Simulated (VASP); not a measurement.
# C (Fd-3m) in VASP: a series of runs

The runs below take C through band structure, G0W0 quasiparticle levels, evGW0 quasiparticle levels, with r2SCAN, PBE, PBE0.

All numbers are computed with VASP 6.6.1; they aren't measurements. Logs are shortened: lines on timing, memory, paths and dates and some standing lists are left out, and cuts for length are marked.

## (1) The structure

The structure is cubic, space group Fd-3m (No. 227). The conventional cell has a = 3.567 Å, b = 3.567 Å, c = 3.567 Å, α = 90.00°, β = 90.00°, γ = 90.00°. C (site symmetry -43m) has 4 C at 1.54 Å as nearest neighbours.

This isn't the form of C at room conditions, which is graphite.

## (2) Band structure, r2SCAN

File INCAR:

```
SYSTEM = C
PREC = Accurate
ENCUT = 520
EDIFF = 1E-6
ISMEAR = 0
SIGMA = 0.02
LREAL = .False.
LASPH = .True.
NELM = 60
ALGO = Normal
ISIF = 2
LWAVE = .False.
LCHARG = .False.
METAGGA = R2SCAN
LMIXTAU = .True.
```

File KPOINTS:

```
Automatic mesh
0
Gamma
  12 12 12
  0 0 0
```

File POSCAR:

```
C
1.0
    0.0000000000      1.7833700000      1.7833700000
    1.7833700000      0.0000000000      1.7833700000
    1.7833700000      1.7833700000      0.0000000000
C
2
Direct
    0.7500000000      0.7500000000      0.7500000000
    0.5000000000      0.5000000000      0.5000000000
```

File KPOINTS_OPT:

```
path GXWKGLUWLK,UX
20
line-mode
reciprocal
 0.0000000000  0.0000000000  0.0000000000  G
 0.5000000000  0.0000000000  0.5000000000  X

 0.5000000000  0.0000000000  0.5000000000  X
 0.5000000000  0.2500000000  0.7500000000  W

 0.5000000000  0.2500000000  0.7500000000  W
 0.3750000000  0.3750000000  0.7500000000  K

 0.3750000000  0.3750000000  0.7500000000  K
 0.0000000000  0.0000000000  0.0000000000  G

 0.0000000000  0.0000000000  0.0000000000  G
 0.5000000000  0.5000000000  0.5000000000  L

 0.5000000000  0.5000000000  0.5000000000  L
 0.6250000000  0.2500000000  0.6250000000  U

 0.6250000000  0.2500000000  0.6250000000  U
 0.5000000000  0.2500000000  0.7500000000  W

 0.5000000000  0.2500000000  0.7500000000  W
 0.5000000000  0.5000000000  0.5000000000  L

 0.5000000000  0.5000000000  0.5000000000  L
 0.3750000000  0.3750000000  0.7500000000  K

 0.6250000000  0.2500000000  0.6250000000  U
 0.5000000000  0.0000000000  0.5000000000  X
```

Potentials or basis: VASP PAW PBE potentials, release 64 (C).

Command:

```bash
cat potpaw_PBE.64/C/POTCAR > POTCAR
mpirun -np 1 vasp_std > vasp.out
```

OUTCAR:

```text
SYSTEM = C
   PREC = Accurate
   ENCUT = 520
   EDIFF = 1E-6
   ISMEAR = 0
   LREAL = .False.
   LASPH = .True.
   NELM = 60
   ISIF = 2
   METAGGA = R2SCAN

 ion  position               nearest neighbor table
   1  0.750  0.750  0.750-   2 1.54   2 1.54   2 1.54   2 1.54
   2  0.500  0.500  0.500-   1 1.54   1 1.54   1 1.54   1 1.54

  LATTYP: Found a face centered cubic cell.
 ALAT       =     3.5667400000

  Lattice vectors:

 A1 = (   0.0000000000,   1.7833700000,   1.7833700000)
 A2 = (   1.7833700000,   0.0000000000,   1.7833700000)
 A3 = (   1.7833700000,   1.7833700000,   0.0000000000)

Analysis of symmetry for initial positions (statically):
=====================================================================
 Subroutine PRICEL returns:
 Original cell was already a primitive cell.

 Routine SETGRP: Setting up the symmetry group for a
 face centered cubic supercell.

 Subroutine GETGRP returns: Found 48 space group operations
 (whereof 24 operations were pure point group operations)
 out of a pool of 48 trial point group operations.

The static configuration has the point symmetry T_d .
 The point group associated with its full space group is O_h .

Analysis of symmetry for dynamics (positions and initial velocities):
=====================================================================
 Subroutine PRICEL returns:
 Original cell was already a primitive cell.

 Routine SETGRP: Setting up the symmetry group for a
 face centered cubic supercell.

 Subroutine GETGRP returns: Found 48 space group operations
 (whereof 24 operations were pure point group operations)
 out of a pool of 48 trial point group operations.

The dynamic configuration has the point symmetry T_d .
 The point group associated with its full space group is O_h .

 Subroutine INISYM returns: Found 48 space group operations
 (whereof 24 operations are pure point group operations),
 and found     1 'primitive' translations

----------------------------------------------------------------------------------------

                                     Primitive cell

  volume of cell :      11.3437

  direct lattice vectors                    reciprocal lattice vectors
     0.000000000  1.783370000  1.783370000    -0.280368067  0.280368067  0.280368067
     1.783370000  0.000000000  1.783370000     0.280368067 -0.280368067  0.280368067
     1.783370000  1.783370000  0.000000000     0.280368067  0.280368067 -0.280368067

  length of vectors
     2.522066041  2.522066041  2.522066041     0.485611737  0.485611737  0.485611737

  position of ions in fractional coordinates (direct lattice)
     0.750000000  0.750000000  0.750000000
     0.500000000  0.500000000  0.500000000

  ion indices of the primitive-cell ions
   primitive index   ion index
                 1           1
                 2           2

----------------------------------------------------------------------------------------

 KPOINTS: Automatic mesh

Automatic generation of k-mesh.
 Grid dimensions read from file:
 generate k-points for:   12   12   12

 Generating k-lattice:

  Cartesian coordinates                     Fractional coordinates (reciprocal lattice)
    -0.023364006  0.023364006  0.023364006     0.083333333  0.000000000  0.000000000
     0.023364006 -0.023364006  0.023364006     0.000000000  0.083333333  0.000000000
     0.023364006  0.023364006 -0.023364006     0.000000000  0.000000000  0.083333333

  Length of vectors
     0.040467645  0.040467645  0.040467645

  Shift w.r.t. Gamma in fractional coordinates (k-lattice)
     0.000000000  0.000000000  0.000000000

 Subroutine IBZKPT returns following result:
 ===========================================

 Found     72 irreducible k-points:

 Following reciprocal coordinates:
            Coordinates               Weight
  0.000000  0.000000  0.000000      1.000000
  0.083333  0.000000  0.000000      8.000000
  0.166667  0.000000  0.000000      8.000000
  0.250000  0.000000  0.000000      8.000000
  0.333333  0.000000  0.000000      8.000000
  0.416667  0.000000  0.000000      8.000000
[... 16 lines left out ...]
  0.500000  0.166667  0.000000     24.000000
 -0.416667  0.166667  0.000000     24.000000
 [... further k-points ...]
   k-points           NKPTS =     72   k-points in BZ     NKDIM =     72   number of bands    NBANDS=      8
   number of dos      NEDOS =    301   number of ions     NIONS =      2
   total plane-waves  NPLWV =   8000
   dimension x,y,z NGX =    20 NGY =   20 NGZ =   20
   dimension x,y,z NGXF=    40 NGYF=   40 NGZF=   40
   ions per type =               2
   NGX,Y,Z   is equivalent  to a cutoff of  13.18, 13.18, 13.18 a.u.
   NGXF,Y,Z  is equivalent  to a cutoff of  26.37, 26.37, 26.37 a.u.
 SYSTEM =  C
   PREC   = accura    normal or accurate (medium, high low for compatibility)
   ISTART =      0    job   : 0-new  1-cont  2-samecut
   ICHARG =      2    charge: 1-file 2-atom 10-const
   ISPIN  =      1    spin polarized calculation?
   LNONCOLLINEAR =      F non collinear calculations
   LSORBIT =      F    spin-orbit coupling
   LASPH  =      T    aspherical Exc in radial PAW
   ENCUT  =  520.0 eV  38.22 Ry    6.18 a.u.   4.69  4.69  4.69*2*pi/ulx,y,z
   NELM   =     60;   NELMIN=  2; NELMDL= -5     # of ELM steps
   EDIFF  = 0.1E-05   stopping-criterion for ELM
   LREAL  =      F    real-space projection
   EDIFFG = 0.1E-04   stopping-criterion for IOM
   NSW    =      0    number of steps for IOM
   IBRION =     -1    ionic relax: 0-MD 1-quasi-New 2-CG
   NFREE  =      0    steps in history (QN), initial steepest desc. (CG)
   ISIF   =      2    stress and relaxation
   ISYM   =      2    0-nonsym 1-usesym 2-fastsym
   POTIM  = 0.5000    time-step for ionic-motion
   TEBEG  =    0.0;   TEEND  =   0.0 temperature during run
   PSTRESS=    0.0 pullay stress
   NELECT =       8.0000    total number of electrons
   NUPDOWN=      -1.0000    fix difference up-down
   EMIN   =  10.00;   EMAX   =-10.00  energy-range for DOS
   EFERMI =   0.00;   METHOD = LEGACY
   ISMEAR =     0;   SIGMA  =   0.02  broadening in eV -4-tet -1-fermi 0-gaus
   EFERMI_NEDOS =   21; number of points for ismear=-14 and -15
   IALGO  =     38    algorithm
   IMIX   =      4    mixing-type and parameters
     AMIX     =   0.40;   BMIX     =  1.00
     AMIX_MAG =   1.60;   BMIX_MAG =  1.00
  volume/ion in A,a.u.               =       5.67        38.28
  Fermi-wavevector in a.u.,A,eV,Ry     =   1.457203  2.753714 28.891161  2.123440
  Thomas-Fermi vector in A             =   2.574032
   LORBIT       =      0    0 simple, 1 ext, 2 COOP (PROOUT), +10 PAW based schemes
   METAGGA = R2SCAN    functional components
   LHFCALC =     F    Hartree Fock is set to
   AEXX    =    0.0000 exact exchange contribution
   IVDW    =     0    specifies the selected vdW correction
   LEPSILON=     F    determine dielectric tensor
   LRPA    =     F    only Hartree local field effects (RPA)
 non-spin polarized calculation
 Gauss-broadening in eV      SIGMA  =   0.02
  energy-cutoff  :      520.00
  volume of cell :       11.34
 maximum number of plane-waves:       316
   NGX =  9   NGY =  9   NGZ =  9

 number of electron       7.9999999 magnetization

 Free energy of the ion-electron system (eV)
  ---------------------------------------------------
  ext. energy  EPLUGINS =         0.00000000
  ---------------------------------------------------
  free energy    TOTEN  =       -19.65728123 eV

  energy without entropy =      -19.65728123  energy(sigma->0) =      -19.65728123

 E-fermi :   9.8364     XC(G=0): -14.2580

 val. band max:        9.7131772260   @ k =   0.0000   0.0000   0.0000
 cond. band min:      14.0553937225   @ k =   0.3333   0.3333   0.0000
 fundamental gap:      4.3422164965
 Fermi energy:         9.8363531518

 k-point     1 :       0.0000    0.0000    0.0000
  band No.  band energies     occupation
      1     -12.9825      2.00000
      2       9.7132      2.00000
      3       9.7132      2.00000
      4       9.7132      2.00000
      5      15.5485      0.00000
      6      15.5485      0.00000
      7      15.5485      0.00000
      8      23.5311      0.00000

 k-point     2 :       0.0833    0.0000    0.0000
  band No.  band energies     occupation
      1     -12.7815      2.00000
      2       8.3965      2.00000
      3       9.3682      2.00000
      4       9.3682      2.00000
      5      16.0009      0.00000
      6      16.0009      0.00000
      7      16.3161      0.00000
      8      23.7353      0.00000

 k-point     3 :       0.1667    0.0000    0.0000
  band No.  band energies     occupation
      1     -12.1813      2.00000
      2       5.7045      2.00000
      3       8.6217      2.00000
      4       8.6217      2.00000
      5      16.9813      0.00000
      6      16.9813      0.00000
      7      17.4514      0.00000
      8      24.3234      0.00000

 k-point     4 :       0.2500    0.0000    0.0000
  band No.  band energies     occupation
      1     -11.1916      2.00000
      2       2.7083      2.00000
      3       7.8542      2.00000
      4       7.8542      2.00000
      5      17.8913      0.00000
      6      17.8913      0.00000
      7      18.1956      0.00000
      8      25.1410      0.00000

 k-point     5 :       0.3333    0.0000    0.0000
  band No.  band energies     occupation
      1      -9.8374      2.00000
      2      -0.2128      2.00000
      3       7.2457      2.00000
      4       7.2457      2.00000
      5      18.4038      0.00000
      6      18.4038      0.00000
      7      18.5927      0.00000
      8      25.8847      0.00000
[... 177 lines left out ...]
 k-point    22 :       0.4167    0.1667    0.0000
  band No.  band energies     occupation
      1      -8.6327      2.00000
      2      -0.6468      2.00000
      3       5.1599      2.00000
      4       5.4165      2.00000
      5      16.7097      0.00000
      6      21.3025      0.00000
      7      21.3468      0.00000
      8      23.1013      0.00000

 k-point    23 :       0.5000    0.1667    0.0000
  band No.  band energies     occupation
      1      -7.0116      2.00000
      2      -2.9634      2.00000
      3       4.4057      2.00000
      4       5.5076      2.00000
      5      17.1555      0.00000
      6      21.0032      0.00000
      7      21.4508      0.00000
      8      24.8372      0.00000

 k-point    24 :      -0.4167    0.1667    0.0000
  band No.  band energies     occupation
      1      -6.5867      2.00000
      2      -3.4789      2.00000
      3       3.8964      2.00000
      4       5.9062      2.00000
      5      17.6154      0.00000
      6      20.4772      0.00000
      7      21.4283      0.00000
      8      26.0996      0.00000

 [... further k-points ...]

------------------------ aborting loop because EDIFF is reached ----------------------------------------

  FORCE on cell =-STRESS in cart. coord.  units (eV):
  Direction    XX          YY          ZZ          XY          YZ          ZX
  --------------------------------------------------------------------------------------
  -------------------------------------------------------------------------------------
  Total       -0.0949414     -0.0949414     -0.0949414      0.0000000      0.0000000      0.0000000
  in kB      -13.4094801    -13.4094801    -13.4094801      0.0000000      0.0000000      0.0000000
  external PRESSURE =     -13.4094801 kB  Pullay stress =       0.0000000 kB

 VOLUME and BASIS-vectors are now :
 -----------------------------------------------------------------------------
  energy-cutoff  :      520.00
  volume of cell :       11.34
      direct lattice vectors                 reciprocal lattice vectors
     0.000000000  1.783370000  1.783370000    -0.280368067  0.280368067  0.280368067
     1.783370000  0.000000000  1.783370000     0.280368067 -0.280368067  0.280368067
     1.783370000  1.783370000  0.000000000     0.280368067  0.280368067 -0.280368067

 POSITION                                       TOTAL-FORCE (eV/Angst)
 -----------------------------------------------------------------------------------
      2.67505      2.67505      2.67505        -0.000000     -0.000000     -0.000000
      1.78337      1.78337      1.78337         0.000000      0.000000      0.000000
 -----------------------------------------------------------------------------------
    total drift:                               -0.000000     -0.000000      0.000000

  FREE ENERGIE OF THE ION-ELECTRON SYSTEM (eV)
  ---------------------------------------------------
  free  energy   TOTEN  =       -19.6572812259 eV

  energy  without entropy=      -19.6572812259  energy(sigma->0) =      -19.65728123
```

Run time: 44 s. Hardware: 1 thread of Intel Xeon Platinum 8488C (Sapphire Rapids), shared host; peak memory 0.12 GiB.

What came out:

```
Free energy             : -19.6573 eV
Pressure                : -1.3 GPa
Band gap on the k mesh  : 4.34 eV, indirect (least direct gap 5.84 eV)
Band gap along the path : 4.32 eV, indirect (least direct gap 5.84 eV)
```

Levels at the corners of the path, in eV from the valence-band top:
```csv
point,band 1,band 2,band 3,band 4,band 5,band 6,band 7,band 8
Γ,-22.70,0.00,0.00,0.00,5.84,5.84,5.84,13.82
X,-13.59,-13.59,-6.66,-6.66,5.00,5.00,17.87,17.87
X,-13.59,-13.59,-6.66,-6.66,5.00,5.00,17.87,17.87
W,-12.81,-12.81,-8.72,-8.72,11.26,11.26,12.91,12.91
W,-12.81,-12.81,-8.72,-8.72,11.26,11.26,12.91,12.91
K,-13.88,-12.49,-9.74,-5.68,5.96,11.31,15.21,16.54
K,-13.88,-12.49,-9.74,-5.68,5.96,11.31,15.21,16.54
Γ,-22.70,0.00,0.00,0.00,5.84,5.84,5.84,13.82
Γ,-22.70,0.00,0.00,0.00,5.84,5.84,5.84,13.82
L,-16.75,-14.04,-2.98,-2.98,8.88,8.88,9.13,16.70
L,-16.75,-14.04,-2.98,-2.98,8.88,8.88,9.13,16.70
U,-13.88,-12.49,-9.74,-5.68,5.96,11.31,15.21,16.54
U,-13.88,-12.49,-9.74,-5.68,5.96,11.31,15.21,16.54
W,-12.81,-12.81,-8.72,-8.72,11.26,11.26,12.91,12.91
W,-12.81,-12.81,-8.72,-8.72,11.26,11.26,12.91,12.91
L,-16.75,-14.04,-2.98,-2.98,8.88,8.88,9.13,16.70
L,-16.75,-14.04,-2.98,-2.98,8.88,8.88,9.13,16.70
K,-13.88,-12.49,-9.74,-5.68,5.96,11.31,15.21,16.54
U,-13.88,-12.49,-9.74,-5.68,5.96,11.31,15.21,16.54
X,-13.59,-13.59,-6.66,-6.66,5.00,5.00,17.87,17.87
```

Caveat: the PAW data sets were made with another functional, which shifts forces and pressure a little. r2SCAN opens gaps a little over a GGA but as a rule still falls short of measured ones.

(Continued in part 2 of 3.)
